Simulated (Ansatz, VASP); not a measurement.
Two plane-wave programs on Ge

```
CELL_PARAMETERS angstrom
0.00000 2.84750 2.84750
2.84750 0.00000 2.84750
2.84750 2.84750 0.00000
ATOMIC_POSITIONS crystal
Ge 0.50000 0.50000 0.50000
Ge 0.75000 0.75000 0.75000
```

Change from the starting cell: volume scaled by 1.02, PAW files.

Alike in both runs: task electric field gradients; functional LDA; k mesh 10 × 10 × 10; occupations fermi-dirac, width 0.05 eV; no spin polarisation.

```csv
,VASP,Ansatz
version,VASP 6.6.1,Ansatz 0.2.0
potentials or method,"VASP PAW LDA potentials, release 64 (Ge_d)","PAW with Ansatz's default frozen-core files, scalar-relativistic"
plane-wave cutoff (eV),520,420
valence electrons in the cell,28,28
```

Ansatz gave:

```
pressure (GPa)                                                 : -2.5
Vzz of the field gradient on the site that differs most (V/Å²) : 0.0
```

**Question.** What did VASP give for the same quantities?

**Answer.** Pressure (GPa): -2.4; Vzz of the field gradient on the site that differs most (V/Å²): 0.0.
